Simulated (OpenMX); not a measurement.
Runs of OpenMX 3.8.5 on Ti. Symmetry: P6/mmm, No. 191, hexagonal system. The conventional cell has a = 4.385 Å, b = 4.385 Å, c = 2.826 Å, α = 90.00°, β = 90.00°, γ = 120.00°. Around Ti (site symmetry -6m2) lie 11 Ti at 2.53 to 2.90 Å. Around Ti (site symmetry 6/mmm) lie 14 Ti at 2.83 to 2.90 Å. This isn't the form of Ti at room conditions, which is hcp.

```tsv
cell	gap on the mesh (eV)	pressure (GPa)	largest force (eV/Å)
P6/mmm, 15.69 Å³/atom	none	(b)	-
P6/mmm, 17.71 Å³/atom	none	-4.0	0.02
P6/mmm, 15.66 Å³/atom	none	12.4	0.02
P6/mmm, 16.35 Å³/atom	none	(a)	0.01
P6/mmm, 16.34 Å³/atom	none	5.8	0.02
```

Alike in all rows: task single point; level PBE; potentials or basis OpenMX 2013 PBE set, Ti7.0-s3p2d2, grid cutoff 400 Ry; no spin polarisation; k mesh 5 × 5 × 7; smearing fermi-dirac 0.05 eV.

Problem. Fill in the values left out.

Solution. (a) 5.6; (b) 11.8.

Caveats: the basis of atomic orbitals isn't converged, which shifts pressures, moduli and gaps.

A gap of «none» marks a metal or a gap under the smearing width.
